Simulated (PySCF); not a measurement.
Compound: C₄H₉NO.
Cartesian coordinates in Å at the GFN2-xTB level; atoms count from 1:
```
atom  x, y, z in Å
C1     1.982   -0.262   -0.237
C2     0.817    0.642   -0.583
O3     0.981    1.717   -1.128
N4    -0.417    0.193   -0.243
C5    -1.575    0.972   -0.620
C6    -0.693   -1.090    0.353
H7     2.887    0.192   -0.631
H8     1.854   -1.249   -0.675
H9     2.083   -0.359    0.843
H10   -2.199    0.417   -1.325
H11   -1.223    1.887   -1.091
H12   -2.168    1.221    0.262
H13   -1.596   -1.008    0.959
H14   -0.861   -1.858   -0.410
H15    0.122   -1.408    0.999
```

Method: CAM-B3LYP/def2-SVPD in PySCF (dipole) on a GFN2-xTB geometry, gas phase.

Masses are those of the commonest isotopes; rigid-rotor values at the optimised geometry. The values belong to one conformer with, in the numbering `[CH3:1][C:2](=[O:3])[N:4]([CH3:5])[CH3:6]`, C1–C2–N4–C5 -176°.

(1) Give the principal moments of inertia and the rotational constants in GHz.

(2) What kind of rotor is it?

(3) What does the inertial defect say?

(4) List the rotational levels J(Ka,Kc) to J = 2 (MHz).

(5) Predict some low-J microwave lines.

## Answers

(1) Ia = 102.54, Ib = 144.42, Ic = 237.35 u·Å²; 505379 MHz·u·Å²/I gives 4929, 3499 and 2129 MHz, that is A = 4.9287, B = 3.4993, C = 2.1292 GHz.

(2) An asymmetric top; Ray's κ = -0.021.

(3) Not planar: Δ = Ic − Ia − Ib = -9.61 u·Å². For a rigid frame Δ = −2 Σ m c², so Σ m c² = 4.80 u·Å² lies off the ab plane: 4.77 from hydrogen and 0.03 from heavier atoms. The atom farthest from that plane is 1.04 Å away.

(4) Above 0(0,0):
J = 1: 1(0,1) 5628, 1(1,1) 7058, 1(1,0) 8428
J = 2: 2(0,2) 16265, 2(1,2) 16945, 2(1,1) 21055, 2(2,1) 25343, 2(2,0) 25964
Those of J = 1 are B + C, A + C and A + B.

(5) The dipole components are |μa| = 2.42 D, |μb| = 3.27 D, |μc| = 0.03 D. Intensities carry the squares of the components, which stand as 0.55 : 1.00 : 0.00 (a : b : c). Some lines, for components of 0.1 D or more:

```json
{"type": "b", "branch": "Q", "J(Ka,Kc)": "1(1,0) ← 1(0,1)", "MHz": "2799", "lower level (cm⁻¹)": "0.188"}
{"type": "b", "branch": "Q", "J(Ka,Kc)": "4(2,2) ← 4(1,3)", "MHz": "7295", "lower level (cm⁻¹)": "2.097"}
{"type": "b", "branch": "R", "J(Ka,Kc)": "2(1,2) ← 1(0,1)", "MHz": "11316", "lower level (cm⁻¹)": "0.188"}
{"type": "a", "branch": "Q", "J(Ka,Kc)": "4(1,3) ← 4(1,4)", "MHz": "12509", "lower level (cm⁻¹)": "1.680"}
{"type": "b", "branch": "Q", "J(Ka,Kc)": "4(4,0) ← 4(3,1)", "MHz": "12985", "lower level (cm⁻¹)": "2.591"}
{"type": "b", "branch": "R", "J(Ka,Kc)": "2(2,1) ← 1(1,0)", "MHz": "16915", "lower level (cm⁻¹)": "0.281"}
{"type": "a", "branch": "R", "J(Ka,Kc)": "3(1,2) ← 2(1,1)", "MHz": "18413", "lower level (cm⁻¹)": "0.702"}
{"type": "b", "branch": "R", "J(Ka,Kc)": "4(0,4) ← 3(1,3)", "MHz": "18854", "lower level (cm⁻¹)": "1.049"}
{"type": "b", "branch": "R", "J(Ka,Kc)": "2(2,0) ← 1(1,1)", "MHz": "18906", "lower level (cm⁻¹)": "0.235"}
{"type": "a", "branch": "R", "J(Ka,Kc)": "4(3,2) ← 3(3,1)", "MHz": "23369", "lower level (cm⁻¹)": "1.772"}
{"type": "a", "branch": "R", "J(Ka,Kc)": "4(1,3) ← 3(1,2)", "MHz": "23406", "lower level (cm⁻¹)": "1.316"}
{"type": "a", "branch": "R", "J(Ka,Kc)": "4(3,1) ← 3(3,0)", "MHz": "24362", "lower level (cm⁻¹)": "1.779"}
{"type": "b", "branch": "R", "J(Ka,Kc)": "4(2,3) ← 3(1,2)", "MHz": "24767", "lower level (cm⁻¹)": "1.316"}
```

Not checked by GFN2-xTB frequencies. No vibrational averaging or centrifugal distortion is included, and the geometry carries the error of its method. A rigid rotor knows nothing of internal rotation, which can split or shift real lines. Quadrupole hyperfine structure (14N) is left out.

Hardware: one thread of an x86-64 server, on a shared host. Cost: 23 s wall. This is the CAM-B3LYP/def2-SVPD job that gave the dipole, with the excitations it also computed.
